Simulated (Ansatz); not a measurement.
# Vanadium, fcc under PBE: ground state and equation of state

What does PBE give for vanadium in the fcc structure? We relax it, solve it on a dense k-mesh, then scale the cell to 7 volumes from 88 to 112 % of the relaxed one and try a fit of the equation of state. The start is ferromagnetic. The k-meshes are 14×14×14 for the relaxation; 23×23×23 for the dense run; 23×23×23 for the volumes.

This is V in the fcc structure; at room conditions it is bcc.

Program: Ansatz 0.2.0. Level of theory: DFT PBE, plane waves (420 eV) with PAW, scalar-relativistic. These are calculated values, not measurements.

## (1) The system as given

It takes space group Fm-3m (No. 225, cubic). The conventional cell has a = 3.810 Å, b = 3.810 Å, c = 3.810 Å, α = 90.00°, β = 90.00°, γ = 90.00°. Around V (site symmetry m-3m) lie 12 V at 2.69 Å.

Structure file:

```
CELL_PARAMETERS angstrom
0.00000 1.90500 1.90500
1.90500 0.00000 1.90500
1.90500 1.90500 0.00000
ATOMIC_POSITIONS crystal
V 0.00000 0.00000 0.00000
```

The atoms start with moments of +1 μB.

## (2) Geometry optimisation

Contents of input.yaml:

```yaml
crystal:
  lattice:
    - [0.0, 1.9050006274, 1.9050006274]
    - [1.9050006274, 0.0, 1.9050006274]
    - [1.9050006274, 1.9050006274, 0.0]
  atoms:
    - { symbol: V, position: [0.0, 0.0, 0.0], spin: 1.0 }
hamiltonian:
  xc: pbe
  pseudopotentials:
    kind: paw
    azcp:
      V: "pseudopotentials/V.paw.azcp"
basis:
  ecutwfc: 420
  fft_grid_basis: typed
kpoints:
  mp_grid: { grid: [14, 14, 14], shift: [0, 0, 0] }
magnetization:
  spin_polarized: true
scf:
  occupations: { method: fermi_dirac, width: 0.05 }
relax:
  max_steps: 60
  f_tol: 0.01
  cell: {}
```

Further steps of the session: The energy on a finer k-mesh; The cell scaled to 88 % of its volume; The cell scaled to 92 % of its volume; The cell scaled to 96 % of its volume; The cell scaled to 100 % of its volume; The cell scaled to 104 % of its volume; The cell scaled to 108 % of its volume; The cell scaled to 112 % of its volume.

Before running it: what results should come out? Wanted: space group; conventional cell; volume; shortest distance; gap on the mesh; magnetic state; relative to bcc; V₀, B₀, B₀′.

As calculated:

```
                      quantity                         value
space group (spins left aside)               Fm-3m (No. 225)
             conventional cell                   a = 3.817 Å
                        volume                13.904 Å³/atom
             shortest distance                       2.699 Å
               gap on the mesh  none (levels filled in part)
                magnetic state                  non-magnetic
               relative to bcc                 +244 meV/atom
                   V₀, B₀, B₀′  13.892 Å³/atom, 176 GPa, 3.9
```

**Reading.** The relaxation enlarged the cell by 0.6 % in volume. It lies 244 meV/atom above the element's reference form at the same level (bcc, from a run of its own), so it is far from stable. The starting moments do not survive. No gap shows: it is a metal or semimetal at this level. The fitted modulus is 176 GPa. Relaxation kept the symmetry; phonons were not checked.
